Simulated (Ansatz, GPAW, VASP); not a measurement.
**GaSb: programs and potentials compared**

```
Sb Ga
1.0
     0.00000    3.05900    3.05900
     3.05900    0.00000    3.05900
     3.05900    3.05900    0.00000
Sb Ga
1 1
Direct
  0.75000 0.75000 0.75000
  0.00000 0.00000 0.00000
```

Alike in all runs: task single point; functional PBE; k mesh 8 × 8 × 8; occupations gaussian, width 0.021 eV; no spin polarisation; no spin-orbit coupling. Pressure is positive in compression and, in plane waves, holds the error of the finite cutoff.

```tsv
program and potentials	plane-wave cutoff (eV)	notes	band gap (eV)	pressure (GPa)
Ansatz, all-electron LAPW, scalar-relativistic	-	-	0.04	2.30
VASP, PBE PAW files Ga_d, Sb, 520 eV	520	-	0.04	2.37
GPAW, GPAW PAW data sets (gpaw-data 1.2.1)	600	-	0.09	2.31
```

The band gap spans 0.04 (VASP, PBE PAW files Ga_d, Sb, 520 eV) to 0.09 eV (GPAW, GPAW PAW data sets (gpaw-data 1.2.1)), with all-electron results at 0.04. The pressure spans 2.30 (Ansatz, all-electron LAPW, scalar-relativistic) to 2.37 GPa (VASP, PBE PAW files Ga_d, Sb, 520 eV), with all-electron results at 2.30. Spin-orbit coupling, left out here, moves the band edges of heavy atoms.

The functional is the same throughout but for its coding, so the spread measures potentials, basis and numerics; runs on potential files found faulty are left out.

The three programs agree closely, but neither plane-wave run is the nearer to the all-electron reference on both counts: VASP matches its gap of 0.04 eV, while GPAW comes closer in pressure. The gap difference may reflect how the data sets describe the s-like conduction-band minimum, which has weight near the nuclei and so responds to the scalar-relativistic core treatment.

All three gaps fall far below that of real GaSb, a clear semiconductor. Since the all-electron calculation shares this near-closure, the potentials are not to blame; the likely cause is PBE, whose semilocal exchange-correlation potential lacks the derivative discontinuity and places the conduction band too low.

The positive pressures show that the cell is smaller than PBE would choose, in line with the functional's usual underbinding of such semiconductors. Compression raises the antibonding s-like conduction state relative to the p-like valence top, so relaxing the volume within PBE would probably narrow the gap further or close it. The near-metallic result therefore doesn't support a semimetallic ground state for GaSb.
